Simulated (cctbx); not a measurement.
# From intensities to atoms

Cell a = 6.6300 Å, b = 12.6900 Å, c = 7.1850 Å, α = 90.00°, β = 90.00°, γ = 90.00°; space group Pmmn (no. 59, origin choice 1); content W4 I12.

Simulated single-crystal data (cctbx): synchrotron X-rays, λ = 0.7749 Å, to d = 0.75 Å, 50 % of the full sphere, strongest reflection 40000 counts, noise from counting, a 1.5 % proportional error and a noise floor of 2 counts (s.d.); no absorption.

Charge flipping in P1 on plain amplitudes to 0.75 Å, δ = 1.1 σ, 20 % of the reflections treated as weak, 100 cycles:

```text
cycle      R  skewness
    0  0.639     0.36
    8  0.532     2.18
   16  0.463     5.12
   24  0.322     5.94
   32  0.294     5.78
   40  0.276     5.58
   48  0.270     5.55
   56  0.268     5.54
   64  0.266     5.44
   72  0.270     5.45
   80  0.265     5.42
   88  0.265     5.44
   96  0.262     5.37
origin shift          correlation  skewness
 0.478  0.354  0.118      0.851      3.70
 0.477  0.021  0.120      0.845      2.96
 0.478  0.187  0.120      0.848      3.71
 0.415  0.018  0.249      0.806      1.33
taken: symmetry correlation 0.848, skewness 3.71
peak      x       y       z  mult  height/sigma
Q1    0.2450  0.0000  0.7490    4     15.5
Q2    0.0000  0.1585  0.5898    4     12.1
Q3    0.0000  0.3467  0.0932    4     11.7
Q4    0.0000  0.0000  0.0744    2      8.2
Q5    0.0000  0.5000  0.5510    2      6.1
Q6    0.2289  0.3388  0.7554    8      4.9
Q7    0.0000  0.0000  0.2598    2      3.6
Q8    0.0000  0.3512  0.3841    4      3.2
Q9    0.0000  0.1104  0.4761    4      2.6
Q10   0.0000  0.1520  0.8898    4      2.5
```

The origin is taken among those within 0.04 of the best correlation, by the skewness of the map.

Run time: 0.68 s on 1 thread of Arm Neoverse N1, with other jobs on the host, peak memory 0.08 GiB.

**Question.** Which peaks are atoms, and which elements?

Heights go roughly as Z and multiplicities must add up to the content. First model: Q1 = W1 (4 in the cell, height 15.5), Q2 = I1 (4 in the cell, height 12.1), Q3 = I2 (4 in the cell, height 11.7), Q4 = I3 (2 in the cell, height 8.2) and Q5 = I4 (2 in the cell, height 6.1). Against the true structure, Q1 is W, Q2 is I, Q3 is I, Q4 is I and Q5 is I; the other peaks are not atoms.

Least squares on F², isotropic:

```text
Rint 0.019, 835 unique reflections to 0.75 A
cycle     R1     wR2    GooF  max shift (A)
   1  0.3219  0.6022  24.394   0.11478
   3  0.0104  0.0226   0.914   0.00000
final R1 0.0104 wR2 0.0226 GooF 0.914  parameters 13  data/parameter 64.2
atom        x        y        z      Ueq    occ   su(xyz)  su(Uiso or U11)
W1     0.23047  0.00000  0.74460   0.0118  1.000  0.00002  0.0000
I1     0.00000  0.16712  0.59463   0.0159  1.000  0.00004  0.0001
I2     0.00000  0.34259  0.09513   0.0171  1.000  0.00004  0.0001
I3     0.00000  0.00000  0.07355   0.0141  1.000  0.00005  0.0001
I4     0.00000  0.50000  0.55652   0.0164  1.000  0.00005  0.0001
difference map: max 0.63 min -0.70 rms 0.15
Q1    0.0000  0.5000  0.2645    2    0.66  1.79 A from W1
Q2    0.0000  0.1378  0.3589    4    0.60  1.73 A from I1
Q3    0.0000  0.0000  0.5704    2    0.59  1.98 A from W1
Q4    0.2064  0.5000  0.8306    4    0.58  2.06 A from I3
Q5    0.2398  0.0000  0.4224    4    0.56  1.73 A from I4
```

Anisotropic refinement:

```text
Rint 0.019, 835 unique reflections to 0.75 A
cycle     R1     wR2    GooF  max shift (A)
   1  0.0105  0.0226   0.923   0.00008
   2  0.0104  0.0225   0.918   0.00000
final R1 0.0104 wR2 0.0225 GooF 0.918  parameters 26  data/parameter 32.1
atom        x        y        z      Ueq    occ   su(xyz)  su(Uiso or U11)
W1     0.23047  0.00000  0.74460   0.0118  1.000  0.00002  0.0001
I1     0.00000  0.16712  0.59464   0.0159  1.000  0.00004  0.0001
I2     0.00000  0.34259  0.09513   0.0171  1.000  0.00004  0.0001
I3     0.00000  0.00000  0.07355   0.0141  1.000  0.00005  0.0002
I4     0.00000  0.50000  0.55652   0.0164  1.000  0.00005  0.0002
difference map: max 0.66 min -0.69 rms 0.15
Q1    0.0000  0.5000  0.2663    2    0.68  1.79 A from W1
Q2    0.2037  0.5000  0.8327    4    0.59  2.08 A from I3
Q3    0.1103  0.5000  0.6568    4    0.59  1.03 A from I4
Q4    0.0000  0.0000  0.5714    2    0.58  1.97 A from W1
Q5    0.0000  0.1380  0.3605    4    0.58  1.72 A from I1
Q6    0.2406  0.0000  0.4211    4    0.56  1.73 A from I4
```

**Reading.** The refinement ends at R1 = 0.0104, wR2 = 0.0225, GooF = 0.92, with difference density between -0.69 and 0.66 e/Å³. Every site matches the true model in element, within 0.001 Å r.m.s., up to an allowed shift of origin.

True model:

| atom | mult. | x | y | z | Ueq (Å²) |
| --- | --- | --- | --- | --- | --- |
| W1 | 4 | 0.7695 | 0 | 0.7446 | 0.0118 |
| I1 | 4 | 0 | 0.1671 | 0.5946 | 0.0159 |
| I2 | 2 | 1/2 | 0 | 0.4434 | 0.0164 |
| I3 | 4 | 0 | 0.6574 | 0.0951 | 0.0170 |
| I4 | 2 | 1/2 | 1/2 | 0.9263 | 0.0141 |

The model was made for the exercise: a known structure type with other elements put in, its volume estimated, not relaxed; displacement parameters are assumed.

[Middle refinement cycles are left out of these outputs.]

[Logs are printed without paths, hosts, clocks, repeated set-up lines and the standing remarks that a program may print on its own settings, such as how far it seeks lower states.]
